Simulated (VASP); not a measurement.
Data:

```
CELL_PARAMETERS angstrom
      0.00000     2.49000     2.49000
      2.49000     0.00000     2.49000
      2.49000     2.49000     0.00000
ATOMIC_POSITIONS crystal
  In 0.00000 0.00000 0.00000
  N  0.25000 0.25000 0.25000
```

All values below come from PBE GGA, VASP's PBE PAW potentials (set 64) (plane waves; VASP 6.6.1). Settings: 520 eV cut-off, 8×8×8 Γ-centred mesh, tetrahedra, potentials In_d N.

Give the stress tensor in GPa (positive for a compressed cell).

```
5.74  0.00  0.00
0.00  5.74  0.00
0.00  0.00  5.74
```
The pressure is its mean diagonal, 5.74 GPa.

The compound is InN in the zinc blende structure, a metastable form; wurtzite is the usual one. The cell was not relaxed at this level. The run is one of a series of settings (ISMEAR = -4, SIGMA removed against the base run), some of them coarse on purpose.
